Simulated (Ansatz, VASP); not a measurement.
## SnGe2: VASP beside Ansatz

The input INCAR:

```
SYSTEM = SnGe2
  PREC = Accurate
  ENCUT = 520
  EDIFF = 1E-7
  ISMEAR = 0
  SIGMA = 0.05
  LREAL = .FALSE.
  LASPH = .TRUE.
  NELM = 80
  ALGO = Normal
  ISIF = 2
  LWAVE = .FALSE.
  LCHARG = .FALSE.
  GGA = PS
  NBANDS = 28
```

The input KPOINTS:

```
Automatic mesh
0
G
  4 4 4
  0 0 0
```

POSCAR

```
SnGe2
1.0
    0.0000000000      3.3155212612      3.3155212612
    3.3155212612      0.0000000000      3.3155212612
    3.3155212612      3.3155212612      0.0000000000
Sn Ge
1 2
Direct
    0.0000000000      0.0000000000      0.0000000000
    0.2500000000      0.2500000000      0.2500000000
    0.7500000000      0.7500000000      0.7500000000
```

Input for Ansatz:

```yaml
crystal:
  lattice:
    - [0.0, 3.3155212612, 3.3155212612]
    - [3.3155212612, 0.0, 3.3155212612]
    - [3.3155212612, 3.3155212612, 0.0]
  atoms:
    - { symbol: Sn, position: [0.0, 0.0, 0.0] }
    - { symbol: Ge, position: [0.25, 0.25, 0.25] }
    - { symbol: Ge, position: [0.75, 0.75, 0.75] }
basis:
  ecutwfc: 420
kpoints:
  mp_grid: { grid: [4, 4, 4] }
hamiltonian:
  xc: pbesol
scf:
  occupations: { method: gaussian, width: 0.05 }
output:
  forces: true
  stress: true
  eigenvalues: true
```

The cell comes from a database or a generator and needn't be the stable form of this composition.

Alike in both runs: task single point; functional PBEsol; k mesh 4 × 4 × 4; occupations gaussian, width 0.05 eV; no spin polarisation.

|  | VASP | Ansatz |
| --- | --- | --- |
| version | VASP 6.6.1 | Ansatz 0.2.0 |
| potentials or method | VASP PAW PBE potentials, release 64 (Sn_d, Ge_d) | scalar-relativistic, plane waves, PAW |
| plane-wave cutoff (eV) | 520 | 420 |
| valence electrons in the cell | 42 | 42 |

|  | VASP | Ansatz | Ansatz less VASP |
| --- | --- | --- | --- |
| gap on the k mesh at the Fermi level (eV) | none | none | - |
| pressure (GPa) | 0.3 | 0.3 | +0.01 |

A gap of «none» marks a metal or a gap that the smearing closes. The functional is the same, so the differences come from potentials, cutoffs and numerics.

Caveats: the k mesh is coarse (spacing up to 0.41 Å⁻¹), so the values aren't converged; the PAW data sets were made with another functional, which shifts forces and pressure a little (VASP).
